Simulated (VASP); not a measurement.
Here is a VASP 6.6.1 calculation.

Contents of INCAR:

```
ALGO = Normal
EDIFF = 1E-7
ENCUT = 520
GGA = PE
ISIF = 2
ISMEAR = -1
LASPH = T
LCHARG = F
LREAL = F
LWAVE = F
NBANDS = 11
NELM = 100
PREC = Accurate
SIGMA = 0.05
```

File KPOINTS:

```
k-points
0
Gamma
  12 12 12
```

The input POSCAR:

```
Pt
1.0
   -1.5179230000      1.6125670000      1.5726580000
    1.5843750000     -1.5912150000      1.6177570000
    1.5235780000      1.5968700000     -1.5513060000
Pt
1
Direct
   -0.0123120000     -0.0088610000     -0.0124860000
```

Potentials or basis: VASP PAW PBE potentials, release 64 (Pt).

Run with:

```sh
$ cat potpaw_PBE.64/Pt/POTCAR > POTCAR
$ mpirun -np 1 vasp_std > vasp.out
```

Predict the band gap on the k mesh.

none (metal or under the smearing width).

Predict the pressure.

-1.3 GPa.

Stress tensor (GPa, compression positive):
```
-2.80 -0.15 -5.91
-0.15 -0.10 -2.02
-5.91 -2.02 -0.95
```

Spin-orbit coupling is left out, which matters for the levels of Pt.
